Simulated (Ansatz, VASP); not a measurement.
## Pt: VASP beside Ansatz

```
CELL_PARAMETERS angstrom
0.00000 2.00685 1.95790
2.00685 0.00000 1.95790
2.00685 2.00685 0.00000
ATOMIC_POSITIONS crystal
Pt 0.00000 0.00000 0.00000
```

Change from the starting cell: strain +0.0250 x Voigt [1, 1, 0, 0, 0, 0], atoms carried along.

Alike in both runs: task single point; functional PBEsol; k mesh 20 × 20 × 20; occupations gaussian, width 0.15 eV; no spin polarisation.

|  | VASP | Ansatz |
| --- | --- | --- |
| version | VASP 6.6.1 | Ansatz 0.2.0 |
| potentials or method | VASP PAW PBE potentials, release 64 (Pt) | scalar-relativistic, plane waves, PAW |
| plane-wave cutoff (eV) | 520 | 420 |
| valence electrons in the cell | 10 | 18 |

|  | VASP | Ansatz | Ansatz less VASP |
| --- | --- | --- | --- |
| gap on the k mesh at the Fermi level (eV) | none | none | - |
| pressure (GPa) | -12.3 | -11.9 | +0.42 |
| largest component of the traceless stress (GPa) | 1.22 | 1.23 | +0.006 |

A gap of «none» marks a metal or a gap that the smearing closes. The two sets of potentials don't hold the same shells in valence.

Caveats: the PAW data sets were made with another functional, which shifts forces and pressure a little (VASP). The runs have no spin-orbit coupling, so splittings on Pt are missing.
